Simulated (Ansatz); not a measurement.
**TaN**

```xyz
2
Lattice="2.9380 0.0000 0.0000 -1.4690 2.5444 0.0000 0.0000 0.0000 2.8830" Properties=species:S:1:pos:R:3 pbc="T T T"
Ta    0.0000    1.6963    1.4415
N     0.0000    0.0000    0.0000
```

Atom numbers follow the list: Ta1, N2.

The cell is COD entry 1538016, as deposited and not checked against the literature; nothing was relaxed.

Spin–orbit coupling is left out, though it moves levels of the heavy atoms by tenths of an eV or more.

Levels of theory: DFT, PBE, all-electron LAPW, scalar-relativistic (Ansatz 0.2.0); DFT, PBE, PAW with Ansatz's default frozen-core files, scalar-relativistic (Ansatz 0.2.0).

For LAPW: a Γ-centred 12×12×10 k mesh, Fermi–Dirac smearing of 0.02 eV, basis error target 0.5 meV/atom, no spin polarisation. PAW takes a cutoff of 420 eV at this cell. The Ansatz runs share mesh, smearing and spin set-up. Values come from LAPW unless marked.

```
Pressure at this cell                                                                                                  : 4.85 GPa
Band gap                                                                                                               : none: bands cross the Fermi level, a metal
Stress xx, yy, zz (compression positive)                                                                               : 4.48, 4.48, 5.57 GPa
Density of states at the Fermi level (0.2 eV bin)                                                                      : 0.06 states/eV per cell
Löwdin charges (with 0.08 e of the cell spilling out of the atomic basis, so their sizes and signs hang on that basis) : Ta1 0.76, N2 -0.68 e
Bader charges (from the PAW run)                                                                                       : Ta1 +1.60, N2 -1.60 e
Volume per atom                                                                                                        : 10.78 Å³
```
